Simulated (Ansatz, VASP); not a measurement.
## K: VASP beside Ansatz

```xyz
1
Lattice="0.0000 2.3458 2.3458 2.3458 0.0000 2.3458 2.3458 2.3458 0.0000" Properties=species:S:1:pos:R:3 pbc="T T T"
K     0.0000    0.0000    0.0000
```

Alike in both runs: functional PBE; dispersion D3(BJ); k mesh 14 × 14 × 14; occupations gaussian, width 0.1 eV; no spin polarisation.

Ansatz relaxed the structure, and its values are those at the end. VASP's run is a single point on that final structure, the one shown.

```csv
,VASP,Ansatz
version,VASP 6.6.1,Ansatz 0.2.0
potentials or method,"VASP PAW PBE potentials, release 64 (K_sv)","scalar-relativistic, plane waves, PAW"
plane-wave cutoff (eV),520,420
valence electrons in the cell,9,9
```

|  | VASP | Ansatz | Ansatz less VASP |
| --- | --- | --- | --- |
| gap on the k mesh at the Fermi level (eV) | none | none | - |
| pressure (GPa) | 20.0 | 20.0 | -0.07 |

A gap of «none» marks a metal or a gap that the smearing closes.

Caveats: so large a pressure means that the cell lies far from this level's equilibrium, or that cutoff or potentials fall short (VASP); pairwise dispersion overbinds metals, which lowers pressure and volume.
